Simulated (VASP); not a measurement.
# ScAl7N8 (P3m1) in VASP: notebook

The runs below take ScAl7N8 through relaxation of cell and atoms, with PBE.

All numbers are computed with VASP 6.6.1; they aren't measurements. Logs are shortened: lines on timing, memory, paths and dates and some standing lists are left out, and cuts for length are marked.

## 1. Starting point

It takes space group P3m1 (No. 156, trigonal). The conventional cell has a = 6.350 Å, b = 6.350 Å, c = 5.080 Å, α = 90.00°, β = 90.00°, γ = 120.00°. Sc (site symmetry 3m) has 4 N at 1.93 Å as nearest neighbours. Al (site symmetry m) is surrounded by 4 N at 1.93 Å. Al (site symmetry m) is surrounded by 4 N at 1.93 Å. Al (site symmetry 3m) has 4 N at 1.93 Å as nearest neighbours. Around N (site symmetry 3m) lie 1 Sc at 1.93 Å and 3 Al at 1.93 Å. N (site symmetry m) is surrounded by 4 Al at 1.93 Å. Around N (site symmetry m) lie 3 Al at 1.93 Å and 1 Sc at 1.93 Å. N (site symmetry 3m) is surrounded by 4 Al at 1.93 Å.

The cell was built by a generator and needn't be a form met in nature.

## 2. Relaxation of cell and atoms, PBE

The input, INCAR:

```
SYSTEM = ScAl7N8
ALGO = Normal
EDIFF = 1E-6
EDIFFG = -0.01
ENCUT = 600
GGA = PE
IBRION = 2
ISIF = 3
ISMEAR = 0
KPAR = 4
LASPH = .True.
LCHARG = .False.
LREAL = .False.
LWAVE = .False.
NELM = 80
NSW = 90
PREC = Accurate
SIGMA = 0.03
```

The input, KPOINTS:

```
k-points
0
Gamma
  6 6 5
  0 0 0
```

The input, POSCAR:

```
ScAl7N8
1.0
    0.0000000000      0.0000000000     -5.0799619200
    3.1748487200      5.4989992800      0.0000000000
    3.1748487200     -5.4989992800      0.0000000000
Sc Al N
1 7 8
Direct
    0.0000000000      0.1666666700      0.3333333300
    0.0000000000      0.1666666700      0.8333333300
    0.0000000000      0.6666666700      0.3333333300
    0.0000000000      0.6666666700      0.8333333300
    0.5000000000      0.3333333300      0.6666666700
    0.5000000000      0.3333333300      0.1666666700
    0.5000000000      0.8333333300      0.6666666700
    0.5000000000      0.8333333300      0.1666666700
    0.6200000000      0.1666666700      0.3333333300
    0.6200000000      0.1666666700      0.8333333300
    0.6200000000      0.6666666700      0.3333333300
    0.6200000000      0.6666666700      0.8333333300
    0.1200000000      0.3333333300      0.6666666700
    0.1200000000      0.3333333300      0.1666666700
    0.1200000000      0.8333333300      0.6666666700
    0.1200000000      0.8333333300      0.1666666700
```

Potentials or basis: VASP PAW PBE potentials, release 64 (Sc_sv, Al, N).

The run is started by

```sh
> cat potpaw_PBE.64/Sc_sv/POTCAR potpaw_PBE.64/Al/POTCAR potpaw_PBE.64/N/POTCAR > POTCAR
> mpirun -np 4 vasp_std > vasp.out
```

OUTCAR:

```text
SYSTEM = ScAl7N8
   EDIFF = 1E-6
   EDIFFG = -0.01
   ENCUT = 600
   GGA = PE
   IBRION = 2
   ISIF = 3
   ISMEAR = 0
   LASPH = .True.
   LREAL = .False.
   NELM = 80
   NSW = 90
   PREC = Accurate

 ion  position               nearest neighbor table
   1  0.000  0.167  0.333-   9 1.93  14 1.93  13 1.93  16 1.93   6 3.13   6 3.13   8 3.13   5 3.13
                             5 3.13   8 3.13   3 3.17   3 3.17   2 3.17   2 3.17   4 3.17   4 3.17
   2  0.000  0.167  0.833-  10 1.93  13 1.93  14 1.93  15 1.93   5 3.13   5 3.13   7 3.13   6 3.13
                             6 3.13   7 3.13   4 3.17   4 3.17   1 3.17   1 3.17   3 3.17   3 3.17
   3  0.000  0.667  0.333-  11 1.93  16 1.93  15 1.93  14 1.93   8 3.13   8 3.13   6 3.13   6 3.13
                             7 3.13   7 3.13   1 3.17   4 3.17   1 3.17   4 3.17   2 3.17   2 3.17
   4  0.000  0.667  0.833-  12 1.93  15 1.93  13 1.93  16 1.93   7 3.13   7 3.13   8 3.13   5 3.13
                             5 3.13   8 3.13   2 3.17   3 3.17   2 3.17   3 3.17   1 3.17   1 3.17
   5  0.500  0.333  0.667-  13 1.93  10 1.93  12 1.93   9 1.93   2 3.13   2 3.13   4 3.13   1 3.13
                             1 3.13   4 3.13   7 3.17   6 3.17   7 3.17   6 3.17   8 3.17   8 3.17
   6  0.500  0.333  0.167-  14 1.93   9 1.93  11 1.93  10 1.93   1 3.13   1 3.13   3 3.13   2 3.13
                             2 3.13   3 3.13   8 3.17   5 3.17   8 3.17   5 3.17   7 3.17   7 3.17
   7  0.500  0.833  0.667-  15 1.93  12 1.93  10 1.93  11 1.93   4 3.13   4 3.13   2 3.13   2 3.13
                             3 3.13   3 3.13   5 3.17   5 3.17   8 3.17   8 3.17   6 3.17   6 3.17
   8  0.500  0.833  0.167-  16 1.93  11 1.93  12 1.93   9 1.93   3 3.13   3 3.13   4 3.13   1 3.13
                             1 3.13   4 3.13   6 3.17   6 3.17   7 3.17   7 3.17   5 3.17   5 3.17
   9  0.620  0.167  0.333-   1 1.93   6 1.93   5 1.93   8 1.93
  10  0.620  0.167  0.833-   2 1.93   5 1.93   6 1.93   7 1.93
  11  0.620  0.667  0.333-   3 1.93   8 1.93   7 1.93   6 1.93
  12  0.620  0.667  0.833-   4 1.93   7 1.93   5 1.93   8 1.93
  13  0.120  0.333  0.667-   5 1.93   2 1.93   4 1.93   1 1.93
  14  0.120  0.333  0.167-   6 1.93   1 1.93   3 1.93   2 1.93
  15  0.120  0.833  0.667-   7 1.93   4 1.93   2 1.93   3 1.93
  16  0.120  0.833  0.167-   8 1.93   3 1.93   4 1.93   1 1.93

  LATTYP: Found a hexagonal cell.
 ALAT       =     6.3496974319
 C/A-ratio  =     0.8000321235

  Lattice vectors:

 A1 = (   3.1748487200,   5.4989992800,   0.0000000000)
 A2 = (   3.1748487200,  -5.4989992800,   0.0000000000)
 A3 = (   0.0000000000,   0.0000000000,  -5.0799619200)

Analysis of symmetry for initial positions (statically):
=====================================================================
 Subroutine PRICEL returns:
 Original cell was already a primitive cell.

 Routine SETGRP: Setting up the symmetry group for a
 hexagonal supercell.

 Subroutine GETGRP returns: Found  6 space group operations
 (whereof  2 operations were pure point group operations)
 out of a pool of 24 trial point group operations.

The static configuration has the point symmetry C_1h.
 The point group associated with its full space group is C_3v.

Analysis of symmetry for dynamics (positions and initial velocities):
=====================================================================
 Subroutine PRICEL returns:
 Original cell was already a primitive cell.

 Routine SETGRP: Setting up the symmetry group for a
 hexagonal supercell.

 Subroutine GETGRP returns: Found  6 space group operations
 (whereof  2 operations were pure point group operations)
 out of a pool of 24 trial point group operations.

The dynamic configuration has the point symmetry C_1h.
 The point group associated with its full space group is C_3v.

 Subroutine INISYM returns: Found  6 space group operations
 (whereof  2 operations are pure point group operations),
 and found     1 'primitive' translations

----------------------------------------------------------------------------------------

                                     Primitive cell

  volume of cell :     177.3769

  direct lattice vectors                    reciprocal lattice vectors
     0.000000000  0.000000000 -5.079961920     0.000000000  0.000000000 -0.196851869
     3.174848720  5.498999280  0.000000000     0.157487819  0.090925635  0.000000000
     3.174848720 -5.498999280  0.000000000     0.157487819 -0.090925635  0.000000000

  length of vectors
     5.079961920  6.349697432  6.349697432     0.196851869  0.181851269  0.181851269

  position of ions in fractional coordinates (direct lattice)
     0.000000000  0.166666670  0.333333330
[... 90 lines left out ...]
  0.166667  0.166667  0.000000      2.000000
[... 16 lines left out ...]
  0.333333  0.000000  0.200000      2.000000
  0.500000  0.000000  0.200000      2.000000
 [... further k-points ...]
   k-points           NKPTS =     92   k-points in BZ     NKDIM =     92   number of bands    NBANDS=     45
   number of dos      NEDOS =    301   number of ions     NIONS =     16
   total plane-waves  NPLWV = 122472
   dimension x,y,z NGX =    42 NGY =   54 NGZ =   54
   dimension x,y,z NGXF=    84 NGYF=  108 NGZF=  108
   ions per type =               1   7   8
   NGX,Y,Z   is equivalent  to a cutoff of  13.74, 14.14, 14.14 a.u.
   NGXF,Y,Z  is equivalent  to a cutoff of  27.49, 28.28, 28.28 a.u.
 SYSTEM =  ScAl7N8
   PREC   = accura    normal or accurate (medium, high low for compatibility)
   ISTART =      0    job   : 0-new  1-cont  2-samecut
   ICHARG =      2    charge: 1-file 2-atom 10-const
   ISPIN  =      1    spin polarized calculation?
   LNONCOLLINEAR =      F non collinear calculations
   LSORBIT =      F    spin-orbit coupling
   LASPH  =      T    aspherical Exc in radial PAW
   ENCUT  =  600.0 eV  44.10 Ry    6.64 a.u.  10.15 12.68 12.68*2*pi/ulx,y,z
   NELM   =     80;   NELMIN=  2; NELMDL= -5     # of ELM steps
   EDIFF  = 0.1E-05   stopping-criterion for ELM
   LREAL  =      F    real-space projection
   EDIFFG = -.1E-01   stopping-criterion for IOM
   NSW    =     90    number of steps for IOM
   IBRION =      2    ionic relax: 0-MD 1-quasi-New 2-CG
   NFREE  =      1    steps in history (QN), initial steepest desc. (CG)
   ISIF   =      3    stress and relaxation
   ISYM   =      2    0-nonsym 1-usesym 2-fastsym
   POTIM  = 0.5000    time-step for ionic-motion
   TEBEG  =    0.0;   TEEND  =   0.0 temperature during run
   PSTRESS=    0.0 pullay stress
   NELECT =      72.0000    total number of electrons
   NUPDOWN=      -1.0000    fix difference up-down
   EMIN   =  10.00;   EMAX   =-10.00  energy-range for DOS
   EFERMI =   0.00;   METHOD = LEGACY
   ISMEAR =     0;   SIGMA  =   0.03  broadening in eV -4-tet -1-fermi 0-gaus
   EFERMI_NEDOS =   21; number of points for ismear=-14 and -15
   IALGO  =     38    algorithm
   IMIX   =      4    mixing-type and parameters
     AMIX     =   0.40;   BMIX     =  1.00
     AMIX_MAG =   1.60;   BMIX_MAG =  1.00
  volume/ion in A,a.u.               =      11.09        74.81
  Fermi-wavevector in a.u.,A,eV,Ry     =   1.212141  2.290615 19.990860  1.469287
  Thomas-Fermi vector in A             =   2.347635
   LORBIT       =      0    0 simple, 1 ext, 2 COOP (PROOUT), +10 PAW based schemes
   GGA     = PE    functional components
   LHFCALC =     F    Hartree Fock is set to
   AEXX    =    0.0000 exact exchange contribution
   IVDW    =     0    specifies the selected vdW correction
   LEPSILON=     F    determine dielectric tensor
   LRPA    =     F    only Hartree local field effects (RPA)
 conjugate gradient relaxation of ions
 non-spin polarized calculation
 Gauss-broadening in eV      SIGMA  =   0.03
  energy-cutoff  :      600.00
  volume of cell :      177.38
 maximum number of plane-waves:      5942
 NGX is ok and might be reduce to    42
   NGX = 21   NGY = 25   NGZ = 25

--------------------------------------- Ionic step        1  -------------------------------------------

 number of electron      71.9999995 magnetization

 Free energy of the ion-electron system (eV)
  ---------------------------------------------------
  ext. energy  EPLUGINS =         0.00000000
  ---------------------------------------------------
  free energy    TOTEN  =      -120.66832442 eV

  energy without entropy =     -120.66832442  energy(sigma->0) =     -120.66832442

------------------------ aborting loop because EDIFF is reached ----------------------------------------

  FORCE on cell =-STRESS in cart. coord.  units (eV):
  Direction    XX          YY          ZZ          XY          YZ          ZX
  --------------------------------------------------------------------------------------
  -------------------------------------------------------------------------------------
  Total        2.0011521      2.0011521      2.2058862      0.0000000      0.0000000      0.0000000
  in kB       18.0756340     18.0756339     19.9249176      0.0000000      0.0000000      0.0000000
  external PRESSURE =      18.6920618 kB  Pullay stress =       0.0000000 kB
[... 131 lines left out ...]
  FREE ENERGIE OF THE ION-ELECTRON SYSTEM (eV)
  ---------------------------------------------------
  free  energy   TOTEN  =      -121.4724429947 eV

  energy  without entropy=     -121.4724429947  energy(sigma->0) =     -121.47244299

[... ionic steps 4 to 9 ...]

--------------------------------------- Ionic step       10  -------------------------------------------

 number of electron      72.0000000 magnetization

------------------------ aborting loop because EDIFF is reached ----------------------------------------
[... 95 lines left out ...]
--------------------------------------- Ionic step       12  -------------------------------------------

 number of electron      72.0000000 magnetization

 Free energy of the ion-electron system (eV)
  ---------------------------------------------------
  ext. energy  EPLUGINS =         0.00000000
  ---------------------------------------------------
  free energy    TOTEN  =      -121.54248068 eV

  energy without entropy =     -121.54248068  energy(sigma->0) =     -121.54248068

 E-fermi :   5.6857     XC(G=0): -10.7872

 val. band max:        5.3948638765   @ k =   0.0000   0.0000   0.0000
 cond. band min:       9.2864309466   @ k =   0.0000   0.0000   0.0000
 fundamental gap:      3.8915670701
 Fermi energy:         5.6857100433

 k-point     1 :       0.0000    0.0000    0.0000
  band No.  band energies     occupation
      1     -41.3869      2.00000
      2     -20.1876      2.00000
      3     -20.1876      2.00000
      4     -20.1559      2.00000
      5      -9.2535      2.00000
      6      -7.5290      2.00000
[... 1141 lines left out ...]
     44      11.2392      0.00000
     45      11.7272      0.00000

 [... further k-points ...]

------------------------ aborting loop because EDIFF is reached ----------------------------------------

  FORCE on cell =-STRESS in cart. coord.  units (eV):
  Direction    XX          YY          ZZ          XY          YZ          ZX
  --------------------------------------------------------------------------------------
  -------------------------------------------------------------------------------------
  Total       -0.0248416     -0.0248416     -0.0428785     -0.0000000      0.0000000      0.0000000
  in kB       -0.2244854     -0.2244854     -0.3874783     -0.0000000      0.0000000      0.0000000
  external PRESSURE =      -0.2788164 kB  Pullay stress =       0.0000000 kB
[... 31 lines left out ...]
  FREE ENERGIE OF THE ION-ELECTRON SYSTEM (eV)
  ---------------------------------------------------
  free  energy   TOTEN  =      -121.5424806808 eV

  energy  without entropy=     -121.5424806808  energy(sigma->0) =     -121.54248068

 reached required accuracy - stopping structural energy minimisation
```

It took 18 min on 4 MPI ranks of Intel Xeon 6975P-C (Granite Rapids), shared host; peak memory 0.89 GiB.

What came out:

* Free energy: -121.5425 eV
* Relaxed volume: 11.08 Å³/atom
* Relaxed cell: a = 5.049 Å, b = 6.368 Å, c = 6.368 Å, α = 120.00°, β = 90.00°, γ = 90.00°
* Space group after relaxing (to 0.05 Å): P3m1 (No. 156)
* Energy gained by relaxing: 54.6 meV/atom
* Ionic steps: 12
* Pressure after relaxing: 0.0 GPa
* Largest force after relaxing: 0.005 eV/Å
* Band gap on the k mesh: 3.89 eV, direct

Forces in eV/Å, atoms in the order of the input:
```
Sc   0.000  0.000  0.001
Al   0.001  0.001  0.001
Al  -0.001  0.001  0.001
Al   0.000 -0.001  0.001
Al  -0.003  0.001  0.004
Al   0.000 -0.003  0.004
Al   0.000  0.000  0.000
Al   0.003  0.001  0.004
N    0.000  0.000 -0.003
N    0.001  0.000 -0.004
N   -0.001  0.000 -0.004
N    0.000 -0.001 -0.004
N    0.002 -0.001  0.001
N    0.000  0.002  0.001
N    0.000  0.000 -0.002
N   -0.002 -0.001  0.001
```

The path:
| step | energy change (eV) | largest force (eV/Å) | pressure (GPa) | volume (Å³) |
| --- | --- | --- | --- | --- |
| 1 | 0.0000 | 3.5643 | 1.87 | 177.38 |
| 2 | -0.7232 | 1.1101 | -3.34 | 180.72 |
| 3 | -0.8041 | 0.6323 | -2.40 | 179.84 |
| 4 | -0.8618 | 0.1539 | 1.53 | 175.94 |
| 5 | -0.8652 | 0.2000 | 0.74 | 176.68 |
| 6 | -0.8722 | 0.0688 | -0.16 | 177.48 |
| 7 | -0.8722 | 0.0699 | -0.17 | 177.49 |
| 8 | -0.8738 | 0.0384 | -0.07 | 177.37 |
| 9 | -0.8739 | 0.0400 | -0.04 | 177.32 |
| 10 | -0.8741 | 0.0141 | 0.05 | 177.23 |
| 11 | -0.8741 | 0.0163 | 0.04 | 177.23 |
| 12 | -0.8742 | 0.0046 | -0.03 | 177.30 |

Final structure:
```
Sc Al N
1.0
     0.00000    0.00000   -5.04862
     3.18398    5.51481    0.00000
     3.18398   -5.51481    0.00000
Sc Al N
1 7 8
Direct
  0.00893 0.16667 0.33333
  0.00223 0.16805 0.83402
  0.00223 0.66598 0.33195
  0.00223 0.66598 0.83402
  0.49955 0.33654 0.67308
  0.49955 0.33654 0.16346
  0.50299 0.83333 0.66667
  0.49955 0.82692 0.16346
  0.58555 0.16667 0.33333
  0.62152 0.16532 0.83266
  0.62152 0.66734 0.33468
  0.62152 0.66734 0.83266
  0.12430 0.34416 0.68833
  0.12430 0.34416 0.15584
  0.11977 0.83333 0.66667
  0.12430 0.81167 0.15584
```

Levels at points of the mesh, in eV from the valence-band top:
```tsv
k point	band 34	band 35	band 36	band 37	band 38	band 39
(0.00, 0.00, 0.00)	-0.30	-0.30	0.00	3.89	4.54	4.54
(0.50, 0.00, 0.00)	-0.64	-0.28	-0.28	4.59	4.59	5.09
(0.00, 0.50, 0.00)	-0.29	-0.14	-0.13	4.50	4.78	5.15
(0.50, 0.50, 0.00)	-0.68	-0.19	-0.08	4.83	5.03	5.13
```

Caveat: an odd mesh through Γ misses points on the zone boundary, where band edges often lie.

(Continued in part 2 of 2.)
